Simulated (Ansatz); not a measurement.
We consider zinc-blende InN (metastable phase), described by r²SCAN0 (plane waves, PAW; Ansatz, an electronic-structure program).

Numerical settings: plane-wave cutoff 520 eV, 10×10×10 k mesh, Fermi–Dirac smearing 0.01 eV, scalar-relativistic PAW data made under PBE.

Energies at three volumes about the minimum:

```
V (Å³/atom)  E − E_lowest (meV/atom)
-----------  -----------------------
14.824                          6.09
15.204                          0.00
15.575                          3.08
```

Problem. Fit a parabola by hand: where is the minimum, what lattice constant follows, and what is the bulk modulus?

Solution. Slopes: (0.00 − 6.09)/(15.204 − 14.824) = -16.026 and (3.08 − 0.00)/(15.575 − 15.204) = 8.302 meV/Å³. Curvature E″ = 2 × (8.302 − (-16.026))/(15.575 − 14.824) = 64.788 meV/Å⁶. From the middle of the first interval, the slope vanishes at V0 = 15.0140 − (-16.026)/64.788 = 15.261 Å³/atom. B = V0 E″ = 15.261 × 64.788 meV/Å³ × 0.1602 GPa per meV/Å³ = 158 GPa. With 8 atoms in the cube, a = (8 × 15.261)^(1/3) = 4.961 Å. The full Birch–Murnaghan fit to all volumes gives V0 = 15.254 Å³/atom and B0 = 155 GPa.

Measured, for comparison: lattice constant a 5.01 ± 0.01 Å (temperature not stated, no zero-point or thermal correction, epilayer on 3C-SiC; as tabulated in Schörmann, As, Lischka, Schley, Goldhahn et al., Appl. Phys. Lett. 89, 261903 …).
